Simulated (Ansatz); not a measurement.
# PbSe (Clausthalite): the cost of one run

Computed with Ansatz 0.2.0 (DFT PBEsol, scalar-relativistic, plane waves, PAW, unless a step's input says otherwise).

That is the level of the relaxation; later steps name their own.

1 further run of the same task is left out (set aside as unsound or not needed).

### 1 The starting structure

It takes space group Fm-3m (No. 225, cubic). Conventional cell: a = 6.103 Å, b = 6.103 Å, c = 6.103 Å, α = 90.00°, β = 90.00°, γ = 90.00°. Pb (site symmetry m-3m) is surrounded by 6 Se at 3.05 Å. Se (site symmetry m-3m) is surrounded by 6 Pb at 3.05 Å.

Coordinates:

```cif
data_structure
_symmetry_space_group_name_H-M 'Fm-3m'
_symmetry_Int_Tables_number 225
_cell_length_a 6.1031
_cell_length_b 6.1031
_cell_length_c 6.1031
_cell_angle_alpha 90.000
_cell_angle_beta 90.000
_cell_angle_gamma 90.000
_cell_volume 227.33
loop_
_atom_site_label
_atom_site_type_symbol
_atom_site_symmetry_multiplicity
_atom_site_Wyckoff_symbol
_atom_site_fract_x
_atom_site_fract_y
_atom_site_fract_z
_atom_site_occupancy
Pb1 Pb 4 a 0.00000 0.00000 0.00000 1
Se1 Se 4 b 0.50000 0.00000 0.00000 1
```

This cell was relaxed beforehand with the same method: volume 28.42 Å³/atom, gap on the mesh 0.17 eV.

### 2 Band edges over the whole zone

File input.yaml:

```yaml
crystal:
  lattice:
    - [0.0, 3.0515521252, 3.0515521252]
    - [3.0515521252, 0.0, 3.0515521252]
    - [3.0515521252, 3.0515521252, 0.0]
  atoms:
    - { symbol: Pb, position: [0.0, 0.0, 0.0] }
    - { symbol: Se, position: [0.5, 0.5, 0.5] }
basis:
  ecutwfc: 420
kpoints:
  mp_grid: { grid: [10, 10, 10] }
  band_path: { path: [VBM, CBM], npoints: 2 }
hamiltonian:
  xc: pbesol
scf:
  occupations: { method: gaussian, width: 0.01 }
output:
  forces: true
  stress: true
  eigenvalues: true
```

On the command line:

```bash
ansatz run input.yaml --threads 1 --pin off --max-ram 2560MiB --backend cpu --events-out ev --progress --plain --runs-dir out
```

Q: Estimate wall time and peak memory on 1 thread of Intel Xeon Platinum 8375C at 2.90GHz (Ice Lake), shared host.

About 4.6 s, with a peak of 0.42 GiB.
